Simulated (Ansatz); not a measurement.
**Ligand exchange: C3H7Cl + Sn(CH3)(NH2) → C3H9N + Sn(CH3)Cl**

Species: C3H7Cl (1-chloropropane) `CCCCl`, singlet; Sn(CH3)(NH2), singlet; C3H9N (propylamine) `CCCN`, singlet; Sn(CH3)Cl, singlet. The partners trade Cl for NH2: C–Cl and Sn–NH2 bonds give way to C–NH2 and Sn–Cl.

Shapes, held fixed at every level: PBE0-D4/def2-TZVP. Flexible molecules stand in one conformer, not always the lowest. Programs: Ansatz 0.2.0. Electronic energies: no zero-point or thermal term.

Problem. Estimate ΔE of this reaction.

Solution. The highest level, CCSD(T)/def2-TZVPP, gives ΔE = -69.0 kJ/mol; the levels span -91.7 to -66.9. The column of differences is taken from that level and isn't an error. No measured value is set beside it here. For atoms past krypton def2 sets carry core potentials with scalar relativity. Outer-core shells of Sn are correlated, in sets that cover them unevenly.

```tsv
level	kind	ΔE (kJ/mol)	less CCSD(T)/def2-TZVPP
HF/def2-TZVPP	Hartree–Fock	-91.7	-22.7
r2SCAN-D4/def2-TZVPP	meta-GGA	-73.1	-4.1
wB97M-V/def2-TZVPP	range-separated hybrid	-74.5	-5.5
B2PLYP/def2-TZVPP	double hybrid	-72.2	-3.2
MP2/def2-TZVPP	perturbation theory	-66.9	+2.1
CCSD/def2-TZVPP	coupled cluster or CI	-73.2	-4.2
CCSD(T)/def2-TZVPP	coupled cluster or CI	-69.0	0.0
```
